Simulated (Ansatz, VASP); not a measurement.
# BP in two plane-wave programs, part 2 of 2

One calculation is typed for both programs; each brings its own data sets. How far apart do they land? The cell is taken from a series of runs on this material, whose earlier steps may have relaxed, scaled, displaced or heated it; both programs get it as it stands.

VASP 6.6.1 and Ansatz 0.2.0.

So far: Starting point; VASP: zone-centre phonons, LDA, pair 1.

### 3. Ansatz: zone-centre phonons, LDA, pair 1

Level of this step: Ansatz beside VASP: Kohn-Sham DFT, plane waves, LDA (Ansatz).

Ansatz runs on its PAW soft_1 files.

The same cell, functional (in two slightly different forms) and mesh now go to Ansatz, which takes its cutoff from its data sets.

Input file input.yaml:

```yaml
crystal:
  lattice:
    - [0.0, 2.2337086882, 2.312649941]
    - [2.2337086882, 0.0, 2.312649941]
    - [2.2337086882, 2.2337086882, 0.0]
  atoms:
    - { symbol: B, position: [0.0, 0.0, 0.0] }
    - { symbol: P, position: [0.75, 0.75, 0.75] }
kpoints:
  mp_grid: { grid: [12, 12, 12] }
hamiltonian:
  xc: lda
  pseudopotentials: { kind: paw, azcp: { folder: soft_1 }, xc_functional: pbe }
scf:
  occupations: { method: fixed }
output:
  eigenvalues: true
phonons:
  method: dfpt
  dielectric: true
  rigid_motions: translations
```

Launch:

```console
ansatz run input.yaml --threads 4 --pin off --max-ram 10240MiB --backend cpu --events-out ev --progress --plain --runs-dir out
```

Numbers of over 12 decimals in the logs are rounded to 6 here.

The log of the run:

```text
Engine: ansatz 0.2.0, aarch64-unknown-linux-gnu
Pseudopotentials: kind: paw
Pseudopotential: B, paw, valence charge 3, recommended cutoff 420 eV (normal), soft_1/B.paw.azcp
Pseudopotential: P, paw, valence charge 5, recommended cutoff 420 eV (normal), soft_1/P.paw.azcp
Functional definition: SPW92
  exchange = slater_x
  correlation = pw_c
Crystal: 2 atoms, lattice volume = 23.078 Å³
Basis set: ecut = 420 eV, 459 PW (Γ), exchange–correlation on 48×48×48 points (8 copies of the dense FFT grid, shifted against one another)
Bands: 8, of which v1, the nominal top of the filled ones, is band 4 counted from 1 (3 counted from 0)
Symmetry: 8 space group operations
k-points: 868 of 1728 (irreducible under 1 space group operation, time reversal used)
Non-local potential: B, projectors of the file, l = 0: 2, l = 1: 2, l = 2: 1
Non-local potential: P, projectors of the file, l = 0: 2, l = 1: 2, l = 2: 1
PAW form: soft (Blöchl's): semilocal exchange-correlation on the pseudo side does not see the compensation charge
PAW frozen core: B, regenerated for the run's functional, and the local potential with it (the file was generated under x = pbe(κ = 0.804, μ = 0.219515), c = pbe(β = 0.066725))
PAW frozen core: P, regenerated for the run's functional, and the local potential with it (the file was generated under x = pbe(κ = 0.804, μ = 0.219515), c = pbe(β = 0.066725))
PAW one-centre angular grid: B, 110 points (default); XC on 64 Gauss nodes
PAW one-centre angular grid: P, 110 points (default); XC on 64 Gauss nodes
Initial density: superposition of atomic densities (chi_scale 0.1, normalization cell, long waves kept (reshape's long-wave potential 0.00 eV rms))
Initial wavefunctions: pseudopotential atomic-orbital guess
Functional: x = slater, c = lda
SCF iter   1: F=—  HF=-877.418113 eV  |F-HF|=—  |Δ(HF+E_count)|=         —  Δρ=9.31e-2  dr2=2.25e0  ethr=3.10e-3  ⟨swp⟩=5.2  Hψ=50934  notcnv=0  defer=1670
preconditioner: auto → none  [insulator: Δε(μ)=1.729 eV  Ē_g=12.966 eV  n_scr=0 (ndim 8)  ℏωp=21.9 eV  f_vac=0.000  ε∞_Penn≈3.8]
SCF iter   2: F=—  HF=-876.672923 eV  |F-HF|=—  |Δ(HF+E_count)|=   7.45e-1  Δρ=2.96e-2  dr2=1.56e-1  ethr=3.10e-3  ⟨swp⟩=2.4  Hψ=19343  notcnv=0  defer=1546
SCF iter   3: F=—  HF=-876.622257 eV  |F-HF|=—  |Δ(HF+E_count)|=   5.07e-2  Δρ=1.13e-2  dr2=1.85e-2  ethr=1.95e-3  ⟨swp⟩=3.0  Hψ=12185  notcnv=0  defer=1703
SCF iter   4: F=—  HF=-876.616822 eV  |F-HF|=—  |Δ(HF+E_count)|=   5.43e-3  Δρ=1.57e-3  dr2=2.69e-4  ethr=2.31e-4  ⟨swp⟩=3.0  Hψ=12128  notcnv=0  defer=1728
SCF iter   5: F=—  HF=-876.616767 eV  |F-HF|=—  |Δ(HF+E_count)|=   5.51e-5  Δρ=6.21e-5  dr2=3.40e-7  ethr=3.37e-6  ⟨swp⟩=3.0  Hψ=10852  notcnv=0  defer=1730
SCF iter   6: F=—  HF=-876.616767 eV  |F-HF|=—  |Δ(HF+E_count)|=   4.06e-7  Δρ=1.20e-5  dr2=1.55e-8  ethr=4.25e-9  ⟨swp⟩=2.5  Hψ=10376  notcnv=0  defer=1696
SCF iter   7: F=—  HF=-876.616767 eV  |F-HF|=—  |Δ(HF+E_count)|=   2.46e-9  Δρ=5.86e-7  dr2=1.05e-10  ethr=1.93e-10  ⟨swp⟩=2.0  Hψ=10413  notcnv=0  defer=1696
SCF iter   8: F=-876.616767 eV  HF=-876.616767 eV  |F-HF|=5.68e-13  |Δ(HF+E_count)|=  5.15e-11  Δρ=2.33e-8  dr2=1.51e-13  ethr=1.25e-12  ⟨swp⟩=9.5  Hψ=51860  notcnv=0
SCF 1 converged in 8 iterations: F = -876.616767 eV  dr2 = 1.51e-13
  greatest PAW one-centre occupation: 0.762 electrons in one spin orbital (limit 2), on the P atom at site 1 (counted from 0), in its partial waves of l = 0
NSCF: frozen V_eff on 3 k-points
DFPT response loops at Γ: preconditioner auto → none (the input reference at scf.mixing.eps_inf says where Resta's filter doesn't serve); β = 0.50; Broyden in place of MSR1
── the response to a field inside a basis, on 12×12×12 k-points: an SCF that follows is theirs, and a resumed run solves both again ──
Bands: 5, of which v1, the nominal top of the filled ones, is band 4 counted from 1 (3 counted from 0)
k-points: 468 of 1728 (irreducible under 2 space group operations, time reversal used)
Initial density: handed on by an earlier stage of this run
Initial wavefunctions: pseudopotential atomic-orbital guess (no wavefunctions were taken with the density)
Eigensolver: Dense (468 Hₖ)
SCF iter   1: F=—  HF=-876.617038 eV  |F-HF|=—  |Δ(HF+E_count)|=         —  Δρ=1.22e-4  dr2=4.04e-7  ethr=1.00e-1
preconditioner: auto → none  [insulator: Δε(μ)=1.073 eV  Ē_g=9.842 eV  n_scr=0 (ndim 8)  ℏωp=21.9 eV  f_vac=0.000  ε∞_Penn≈5.9]
SCF iter   2: F=—  HF=-876.617039 eV  |F-HF|=—  |Δ(HF+E_count)|=   5.12e-7  Δρ=6.16e-5  dr2=1.03e-7  ethr=5.04e-9
SCF iter   3: F=-876.617039 eV  HF=-876.617039 eV  |F-HF|=4.76e-9  |Δ(HF+E_count)|=   1.78e-7  Δρ=4.48e-6  dr2=6.10e-9  ethr=1.28e-9
SCF 1 converged in 3 iterations: F = -876.617039 eV  dr2 = 6.10e-9
DFPT response loops at Γ: mixed as the last ones told, above
SCF converged after 8 iterations
Free energy (F): -876.616767 eV
Harris-Foulkes:  -876.616767 eV  (|F-HF|=5.68e-13)
Internal energy: -876.616767 eV  (E = F + TS)
E sigma→0 (E₀):  -876.616767 eV
Fermi energy:    9.322627 eV
--- Per-component energies (eV) ---
  E_band       = 21.567985
  E_kinetic    = 121.408749
  E_local      = -62.452482  (includes V_loc(G=0)·N_el)
  E_nonlocal   = 41.677309
  E_hartree    = 16.884783
  E_xc         = -106.219071
  E_vxc        = -101.572486  (∫ρ·V_xc dr)
  E_paw        = -601.368371  (= ΣΔE_a)
  E_vpaw       = -11.262678  (= ΣTr[D̂ρ^β])
  E_aug_tail   = 0.000008  (compensation charges beyond the density's cutoff)
  E_ewald      = -286.710880
  E_core_change = 0.163186  (= ΣΔE_core)
  E_smearing   = -0.000000  (= −TS)
  E_closure    = 0.000000  (closes the sum)
  Σ components = -876.616767   (vs F -876.616767, Δ=0.00e0)
--- Band table (eV; the first three rows and the last of 868) ---
  k-point 0: bands = ["-6.3001", "8.9678", "9.3226", "9.3226", "12.5422", "12.5422", "12.7298", "16.7118"]
  k-point 1: bands = ["-6.1737", "8.2174", "8.8920", "9.1163", "12.8201", "12.8438", "13.0865", "17.0651"]
  k-point 2: bands = ["-5.7977", "6.3636", "8.3915", "8.6863", "13.1170", "13.4809", "13.6330", "17.9255"]
  k-point 867: bands = ["-2.9220", "0.1085", "7.2113", "7.6723", "12.8472", "13.9021", "14.0579", "19.1781"]
--- Phonons (Γ-DFPT): 4 representative perturbations + reference, on 868 of 1728 k-points (Σ response iterations 12) ---
  k mesh reduced under 1 symmetry operation, with k and −k counted as one. Each operation leaves every solved perturbation unchanged. A smaller set is not considered because the run solves the response to a homogeneous field
  ASR residual: 1.531e-5 → 0.000e0 eV/Å²; symmetrization residual: 9.498e-8 eV/Å²
  ASR residual per site (eV/Å²): 1.33e-5 1.53e-5
  Γ frequencies (cm⁻¹): 0.00 0.00 0.00 801.88 804.69 804.69
  ε∞ (high-frequency dielectric tensor):
        9.038953     0.000000     0.000000
        0.000000     9.038953     0.000000
        0.000000     0.000000     9.586176
  ε⁰ (static dielectric tensor: ions relaxed, cell fixed):
        9.180862    -0.000000    -0.000000
       -0.000000     9.180862     0.000000
       -0.000000     0.000000     9.710659
  ε⁰ − ε∞ (ionic part):
        0.141909    -0.000000    -0.000000
       -0.000000     0.141909     0.000000
       -0.000000     0.000000     0.124482
  softest optical mode at Γ: 801.88 cm⁻¹; the repairs (sum rule, projections) moved no ω² at Γ by more than (0.59 cm⁻¹)²
  Born effective charges Z* (e; rows j = field, columns β = displacement):
    site 0:
        -0.58766    0.00000    0.00000
         0.00000   -0.58766   -0.00000
         0.00000   -0.00000   -0.54848
    site 1:
         0.58766    0.00000   -0.00000
         0.00000    0.58766    0.00000
         0.00000    0.00000    0.54848
  Z* charge neutrality: 3.750e-4 e pre-enforcement
  solved inside a basis spanned on kpoints, on 12×12×12 k-points, its susceptibility summed on 16×16×16: ε∞ is read to err by 2.6e-2, Z* by 6.0e-3 e (field_mesh: kpoints solves on kpoints); Z* is corrected for what the basis lacks
  optical modes at Γ without the LO–TO term, one row a degenerate level:
      ω (cm⁻¹)  modes    IR ((D/Å)²/amu)
        801.88      1             0.8661
        804.69      2             1.9885
  optical modes at Γ + LO–TO along q̂ = [1.0000, 0.0000, 0.0000]:
      ω (cm⁻¹)  modes    IR ((D/Å)²/amu)
        801.88      1             0.8661
        804.69      1             0.9943
        810.98      1             0.9943
  optical modes at Γ + LO–TO along q̂ = [0.0000, 1.0000, 0.0000]:
      ω (cm⁻¹)  modes    IR ((D/Å)²/amu)
        801.88      1             0.8661
        804.69      1             0.9943
        810.98      1             0.9943
  optical modes at Γ + LO–TO along q̂ = [0.0000, 0.0000, 1.0000]:
      ω (cm⁻¹)  modes    IR ((D/Å)²/amu)
        804.69      2             1.9885
        807.07      1             0.8661
```

In the SCF lines HF is the Harris–Foulkes energy and dr2 the Hartree energy of the density residual, in eV; the loop may stop once dr2 is under the threshold and the program's other checks hold. Hψ counts applications of the Hamiltonian.

### 4. Comparison

Known differences besides the potentials themselves: the two LDA forms differ slightly; fixed occupations in Ansatz, narrow Gaussian smearing in VASP; VASP's response is taken on the typed mesh, Ansatz refines its own for the field response alone; the cutoff is 420 eV in Ansatz and 500 eV in VASP; VASP's log shows a relativistic correction to its local exchange, Ansatz's none. Total energies have different zeros and are not compared.

Both answers:

```
                                    quantity  Ansatz   VASP  difference
                                       ε∞ xx    9.04   9.07     -0.34 %
                                       ε∞ yy    9.04   9.07     -0.34 %
                                       ε∞ zz    9.59   9.61     -0.28 %
Born charge of B1 (mean of the diagonal) (e)   -0.57  -0.56       -0.02
Born charge of P2 (mean of the diagonal) (e)    0.57   0.56       +0.02
                       optical mode 1 (cm⁻¹)   801.9  799.9     +0.25 %
                  optical mode 2 to 3 (cm⁻¹)   804.7  802.8     +0.23 %
```

Modes are paired by rising frequency, not by their patterns, so a pair may set unlike modes beside each other; they are those without the splitting of longitudinal modes.

### 5. VASP: zone-centre phonons, LDA, pair 2

Second derivatives magnify differences that forces hide, and they need a tight electronic threshold. The cell compared in this pair holds 23.23 Å³, against 23.08 Å³ for the pair before.

Input file INCAR:

```
SYSTEM = BP
PREC = Accurate
ENCUT = 500
EDIFF = 1E-08
NELM = 120
ISMEAR = 0
SIGMA = 0.01
LREAL = .FALSE.
ALGO = Normal
GGA = CA
NBANDS = 10
LORBIT = 11
LWAVE = .FALSE.
LCHARG = .FALSE.
ISIF = 2
IBRION = 8
LEPSILON = .TRUE.
LASPH = .TRUE.
GGA_COMPAT = .FALSE.
EFERMI = MIDGAP
KPAR = 2
```

Input file POSCAR:

```
BP
1.0
    0.0000000000      2.2303807965      2.3351028530
    2.2303807965      0.0000000000      2.3351028530
    2.2303807965      2.2303807965      0.0000000000
B P
1 1
Direct
    0.0000000000      0.0000000000      0.0000000000
    0.7500000000      0.7500000000      0.7500000000
```

Input file KPOINTS:

```
Automatic mesh
0
Gamma
12 12 12
0 0 0
```

The projector-augmented-wave data sets are B and P (LDA family, release 64).

Launch:

```console
mpirun -np 2 vasp_std
```

The log of the run:

```text
[... set-up lines as in an earlier step ...]
 entering main loop
       N       E                     dE             d eps       ncg     rms          rms(c)
DAV:   1     0.818006855548E+01    0.81801E+01   -0.39339E+03  3268   0.695E+02
DAV:   2    -0.146223602798E+02   -0.22802E+02   -0.21860E+02  4536   0.111E+02
DAV:   3    -0.151942237061E+02   -0.57186E+00   -0.57080E+00  4058   0.166E+01
DAV:   4    -0.151964691553E+02   -0.22454E-02   -0.22451E-02  4076   0.118E+00
[...]
DAV:  11    -0.143625504142E+02   -0.19023E-05   -0.52873E-06  4174   0.130E-02    0.355E-02
DAV:  12    -0.143625500719E+02    0.34225E-06   -0.19550E-06  3696   0.622E-03    0.736E-03
DAV:  13    -0.143625500796E+02   -0.76679E-08   -0.76428E-08  4034   0.177E-03
   1 F= -.14362550E+02 E0= -.14362550E+02  d E =0.000000E+00
 Linear response reoptimize wavefunctions to high precision
DAV:   1    -0.143625500766E+02    0.29761E-08   -0.11268E-08  3652   0.500E-04
DAV:   2    -0.143625500766E+02   -0.18986E-10   -0.23981E-10  1896   0.125E-04
 Linear response G [H, r] |phi>, progress :
  Direction:   1
[...]
RMM:  11    -0.409932455759E-01    0.97209E-08    0.28902E-08 14837   0.656E-06    0.308E-07
 first order change of Fermi-energy  -0.47555E-05
 force on displaced ion       2 direction 1 : -18.715   0.000   0.000
 Born effective charge ion    2 direction 1 :   0.551   0.000   0.000
 Linear response progress:
  Degree of freedom:   4/  4
       N       E                     dE             d eps       ncg     rms          rms(c)
RMM:   1    -0.442614002169E-01   -0.44261E-01    0.49775E-03 12863   0.145E+00
RMM:   2    -0.415239729695E-01    0.27374E-02   -0.87148E-04  8702   0.225E-01    0.155E-01
RMM:   3    -0.415568772476E-01   -0.32904E-04   -0.24306E-05  9242   0.397E-02    0.870E-02
RMM:   4    -0.418523725322E-01   -0.29550E-03   -0.29452E-05  9148   0.376E-02    0.826E-03
[...]
RMM:  10    -0.418155842276E-01   -0.12839E-07   -0.20930E-08 10126   0.800E-06    0.529E-06
RMM:  11    -0.418155729644E-01    0.11263E-07   -0.15077E-08  8927   0.559E-06    0.474E-07
RMM:  12    -0.418155727963E-01    0.16810E-09   -0.33161E-08  5459   0.430E-06    0.198E-07
 first order change of Fermi-energy  -0.39069E+01
 force on displaced ion       2 direction 3 :  -0.000  -0.000 -18.507
 Born effective charge ion    2 direction 3 :   0.000   0.000   0.495
 Born effective charges drift removed
 Linear response finished
```

Parts of OUTCAR (step 5):

```text
  Total       -0.0145477     -0.0145477     -1.9122772      0.0000000     -0.0000000     -0.0000000
  in kB       -1.0032506     -1.0032506   -131.8764895      0.0000000     -0.0000000     -0.0000000
  external PRESSURE =     -44.6276636 kB  Pullay stress =       0.0000000 kB

 POSITION                                       TOTAL-FORCE (eV/Angst)
 -----------------------------------------------------------------------------------
      0.00000      0.00000      0.00000        -0.000000     -0.000000     -0.000000
      3.34557      3.34557      3.50265         0.000000      0.000000      0.000000
 -----------------------------------------------------------------------------------
    total drift:                                0.000000      0.000000     -0.000000

 MACROSCOPIC STATIC DIELECTRIC TENSOR (including local field effects in DFT)
 ------------------------------------------------------
           9.032117    -0.000000     0.000000
          -0.000000     9.032117    -0.000000
           0.000000     0.000000     9.760448
 ------------------------------------------------------

 MACROSCOPIC STATIC DIELECTRIC TENSOR IONIC CONTRIBUTION
 ------------------------------------------------------
           0.126881     0.000000     0.000000
          -0.000000     0.126881    -0.000000
           0.000000    -0.000000     0.103579
 ------------------------------------------------------

[... 1 part as in an earlier step ...]

[... 1 further part left out ...]
```

### 6. Ansatz: zone-centre phonons, LDA, pair 2

The same cell, functional (in two slightly different forms) and mesh now go to Ansatz, which takes its cutoff from its data sets.

The cell is taken from a series of runs on this material, whose earlier steps may have relaxed, scaled, displaced or heated it; both programs get it as it stands.

input.yaml, the sections that differ from step 3:

```yaml
crystal:
  lattice:
    - [0.0, 2.2303807965, 2.335102853]
    - [2.2303807965, 0.0, 2.335102853]
    - [2.2303807965, 2.2303807965, 0.0]
  atoms:
    - { symbol: B, position: [0.0, 0.0, 0.0] }
    - { symbol: P, position: [0.75, 0.75, 0.75] }
# kpoints, hamiltonian, scf, output, phonons: as in step 3
```

Launch:

```console
ansatz run input.yaml --threads 4 --pin off --max-ram 10240MiB --backend cpu --events-out ev --progress --plain --runs-dir out
```

The log of the run:

```text
[...]
Crystal: 2 atoms, lattice volume = 23.232 Å³
Basis set: ecut = 420 eV, 459 PW (Γ), exchange–correlation on 48×48×48 points (8 copies of the dense FFT grid, shifted against one another)
Bands: 8, of which v1, the nominal top of the filled ones, is band 4 counted from 1 (3 counted from 0)
Symmetry: 8 space group operations
k-points: 868 of 1728 (irreducible under 1 space group operation, time reversal used)
[...]
optical modes at Γ + LO–TO along q̂ = [1.0000, 0.0000, 0.0000]:
      ω (cm⁻¹)  modes    IR ((D/Å)²/amu)
[...]
optical modes at Γ + LO–TO along q̂ = [0.0000, 1.0000, 0.0000]:
      ω (cm⁻¹)  modes    IR ((D/Å)²/amu)
[...]
798.76      1             0.9316
        804.68      1             0.9316
  optical modes at Γ + LO–TO along q̂ = [0.0000, 0.0000, 1.0000]:
      ω (cm⁻¹)  modes    IR ((D/Å)²/amu)
        798.76      2             1.8633
        798.94      1             0.7610
[key lines of the parts left out:]
SCF converged after 8 iterations
Free energy (F): -876.600789 eV
Fermi energy:    9.273067 eV
```

### 7. Differences

Both answers:

```
                                    quantity  Ansatz   VASP  difference
                                       ε∞ xx    9.00   9.03     -0.34 %
                                       ε∞ yy    9.00   9.03     -0.34 %
                                       ε∞ zz    9.73   9.76     -0.26 %
Born charge of B1 (mean of the diagonal) (e)   -0.55  -0.53       -0.02
Born charge of P2 (mean of the diagonal) (e)    0.55   0.53       +0.02
                       optical mode 1 (cm⁻¹)   794.4  792.4     +0.26 %
                  optical mode 2 to 3 (cm⁻¹)   798.8  796.9     +0.23 %
```

Modes are paired by rising frequency, not by their patterns, so a pair may set unlike modes beside each other; they are those without the splitting of longitudinal modes.

### 8. Results

* r.m.s. difference of the optical zone-centre modes, each program's sorted by frequency (zone-centre phonons, LDA, pair 1): 1.9 cm⁻¹
* r.m.s. difference of the optical zone-centre modes, each program's sorted by frequency (zone-centre phonons, LDA, pair 2): 1.9 cm⁻¹

**Reading.** The r.m.s. difference of the optical zone-centre modes, each program's sorted by frequency is 1.9 cm⁻¹ (zone-centre phonons, LDA, pair 1). How closely two codes agree says nothing of how well the functional describes the real material.

[Lines on the potential files, build, host, timing and source positions are cut from VASP's logs without a mark.]

[Logs are printed without paths, hosts, clocks, repeated set-up lines and the standing remarks that a program may print on its own settings, such as how far it seeks lower states.]

[Hosts, paths, dates, database ids (printed as entryN), source tags and the programs' standing remarks are cut or masked in the printed files.]
